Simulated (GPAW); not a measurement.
BaS: band structure with r2SCAN

**The experiment to reproduce.**

From a printed reference work, monograph, original work of 1988, for a bulk crystal of BaS at 2 K: band gap 3.806 eV (indirect).

Crystal: BaS.

```
Ba S
1.0
     0.00000    3.19375    3.19375
     3.19375    0.00000    3.19375
     3.19375    3.19375    0.00000
Ba S
1 1
Direct
  0.00000 0.00000 0.00000
  0.50000 0.50000 0.50000
```

```yaml
Program: GPAW 26.7.0
Task: band structure
Functional: r2SCAN
Potentials_or_basis: GPAW PAW data sets (gpaw-data 1.2.1)
Cutoff: 600 eV
Basis: pw
k_mesh: 7 × 7 × 7
Occupations: fermi-dirac, width 0.05 eV
Spin: no spin polarisation
Maxiter: 150
Band_path: GXWKGLUWLK,UX
Band_points: 80
```

```yaml
Pressure: 1.2 GPa
Band_gap_on_the_k_mesh: 2.54 eV, indirect (least direct gap 2.68 eV)
Band_gap_along_the_path: 2.48 eV, indirect (least direct gap 2.61 eV)
```

Levels at the corners of the path, in eV from the valence-band top:
```csv
point,band 4,band 5,band 6,band 7,band 8,band 9,band 10,band 11,band 12,band 13
Γ,-11.43,-10.78,0.00,0.00,0.00,4.25,4.32,4.32,4.32,5.35
X,-11.63,-10.70,-0.51,-0.13,-0.13,2.48,6.53,6.74,8.06,8.06
W,-11.78,-10.09,-1.10,-0.47,-0.47,4.71,4.71,6.95,7.58,8.09
K,-11.57,-10.14,-0.91,-0.59,-0.52,3.69,6.45,7.26,7.30,7.89
Γ,-11.43,-10.78,0.00,0.00,0.00,4.25,4.32,4.32,4.32,5.35
L,-11.47,-9.45,-1.89,-1.07,-1.07,6.05,6.13,6.87,6.87,9.46
U,-11.57,-10.14,-0.91,-0.59,-0.52,3.69,6.45,7.26,7.30,7.89
W,-11.78,-10.09,-1.10,-0.47,-0.47,4.71,4.71,6.95,7.58,8.09
L,-11.47,-9.45,-1.89,-1.07,-1.07,6.05,6.13,6.87,6.87,9.46
K,-11.57,-10.14,-0.91,-0.59,-0.52,3.69,6.45,7.26,7.30,7.89
U,-11.57,-10.14,-0.91,-0.59,-0.52,3.69,6.45,7.26,7.30,7.89
X,-11.63,-10.70,-0.51,-0.13,-0.13,2.48,6.53,6.74,8.06,8.06
```

It took 4 min on 1 thread of Arm Neoverse V1 (shared host), peak memory 0.43 GiB.

Against the measured gap of BaS, 3.806 eV (indirect; 2 K; a printed reference work, monograph, original work of 1988), the calculated 2.48 eV is off by -1.32 eV. Spin-orbit coupling on Ba is left out. The value is that of r2SCAN, without temperature or zero-point motion.

Caveat: the PAW data sets were made with another functional, which shifts forces and pressure a little; spin-orbit coupling is left out, which moves the levels of the heavy elements.
